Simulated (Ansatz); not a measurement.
# HfO2: the cost of one run

Computed with Ansatz 0.2.0 (DFT PBE, scalar-relativistic, plane waves, PAW, unless a step's input says otherwise).

### Step 1. Starting point

The structure is orthorhombic, space group Pbca (No. 61). The conventional cell has a = 5.060 Å, b = 10.017 Å, c = 5.228 Å, α = 90.00°, β = 90.00°, γ = 90.00°. Around Hf (site symmetry 1) lie 7 O at 2.06 to 2.21 Å. Around O (site symmetry 1) lie 3 Hf at 2.06 to 2.18 Å. Around O (site symmetry 1) lie 4 Hf at 2.12 to 2.21 Å.

As a file:

```
Hf O
1.0
     5.05980    0.00000    0.00000
     0.00000   10.01720    0.00000
     0.00000    0.00000    5.22760
Hf O
8 16
Direct
  0.74660 0.88410 0.96560
  0.24660 0.61590 0.03440
  0.25340 0.38410 0.53440
  0.75340 0.11590 0.46560
  0.25340 0.11590 0.03440
  0.75340 0.38410 0.96560
  0.74660 0.61590 0.46560
  0.24660 0.88410 0.53440
  0.86200 0.79600 0.62000
  0.36200 0.70400 0.38000
  0.13800 0.29600 0.88000
  0.63800 0.20400 0.12000
  0.13800 0.20400 0.38000
  0.63800 0.29600 0.62000
  0.86200 0.70400 0.12000
  0.36200 0.79600 0.88000
  0.51000 0.97700 0.25000
  0.01000 0.52300 0.75000
  0.49000 0.47700 0.25000
  0.99000 0.02300 0.75000
  0.49000 0.02300 0.75000
  0.99000 0.47700 0.25000
  0.51000 0.52300 0.75000
  0.01000 0.97700 0.25000
```

The structure rests on an entry of the Crystallography Open Database; cell or positions may have been set otherwise for this series.

### Step 2. Relaxing cell and atoms: HfO2, no spin

The input, input.yaml:

```yaml
crystal:
  lattice:
    - [5.0598, 0.0, 0.0]
    - [0.0, 10.0172, 0.0]
    - [0.0, 0.0, 5.2276]
  atoms:
    - { symbol: Hf, position: [0.7466, 0.8841, 0.9656] }
    - { symbol: Hf, position: [0.2466, 0.6159, 0.0344] }
    - { symbol: Hf, position: [0.2534, 0.3841, 0.5344] }
    - { symbol: Hf, position: [0.7534, 0.1159, 0.4656] }
    - { symbol: Hf, position: [0.2534, 0.1159, 0.0344] }
    - { symbol: Hf, position: [0.7534, 0.3841, 0.9656] }
    - { symbol: Hf, position: [0.7466, 0.6159, 0.4656] }
    - { symbol: Hf, position: [0.2466, 0.8841, 0.5344] }
    - { symbol: O, position: [0.862, 0.796, 0.62] }
    - { symbol: O, position: [0.362, 0.704, 0.38] }
    - { symbol: O, position: [0.138, 0.296, 0.88] }
    - { symbol: O, position: [0.638, 0.204, 0.12] }
    - { symbol: O, position: [0.138, 0.204, 0.38] }
    - { symbol: O, position: [0.638, 0.296, 0.62] }
    - { symbol: O, position: [0.862, 0.704, 0.12] }
    - { symbol: O, position: [0.362, 0.796, 0.88] }
    - { symbol: O, position: [0.51, 0.977, 0.25] }
    - { symbol: O, position: [0.01, 0.523, 0.75] }
    - { symbol: O, position: [0.49, 0.477, 0.25] }
    - { symbol: O, position: [0.99, 0.023, 0.75] }
    - { symbol: O, position: [0.49, 0.023, 0.75] }
    - { symbol: O, position: [0.99, 0.477, 0.25] }
    - { symbol: O, position: [0.51, 0.523, 0.75] }
    - { symbol: O, position: [0.01, 0.977, 0.25] }
scf:
  occupations: { method: fixed }
output:
  forces: true
  stress: true
  eigenvalues: true
  write_density: true
  write_potential: true
  elf: true
  volumetric_format: npy
hamiltonian:
  xc: pbe
basis:
  ecutwfc: 600
kpoints:
  mp_grid: { grid: [2, 4, 4] }
relax:
  f_tol: 0.003
  max_steps: 80
  cell: { stress_tol: 0.05 }
```

Run with:

```bash
> ansatz run input.yaml --threads 6 --pin off --max-ram 16384MiB --backend cpu --events-out ev --progress --plain --runs-dir out
```

**Question.** How long does this run take on 6 threads of Intel Xeon 6975P-C (Granite Rapids), shared host, and how much memory does it need?

About 81 s, with a peak of 3 GiB.
